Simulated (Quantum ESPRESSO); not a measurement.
AlN:

```
CELL_PARAMETERS angstrom
3.11300 0.00000 0.00000
-1.55650 2.69594 0.00000
0.00000 0.00000 4.98100
ATOMIC_POSITIONS crystal
Al 0.66667 0.33333 0.50000
Al 0.33333 0.66667 0.00000
N 0.66667 0.33333 0.88000
N 0.33333 0.66667 0.38000
```

Base run:

| Property | Result |
| --- | --- |
| Program | Quantum ESPRESSO 7.5 |
| Functional | PBE |
| Potentials or basis | SSSP 1.3 efficiency PBE |
| Cutoff | 816 eV |
| Density cutoff | 6531 eV |
| k mesh | 10 × 10 × 6 |
| Occupations | fermi-dirac, width 0.05 eV |
| Spin | no spin polarisation |

Its results: band gap on the k mesh 4.23 eV, direct; pressure 3.8 GPa; largest force 0.131 eV/Å.

**Question.** The run is repeated on the same cell with these changes: potentials or basis from SSSP 1.3 efficiency PBE to PseudoDojo 0.4.1 SR PBE standard; cutoff from 816 eV to 1143 eV; density cutoff from 6531 eV to 4572 eV. What comes out?

**Answer.** Band gap on the k mesh 4.22 eV, direct; pressure 3.4 GPa; largest force 0.131 eV/Å.

Caveats: some levels on the path didn't converge.
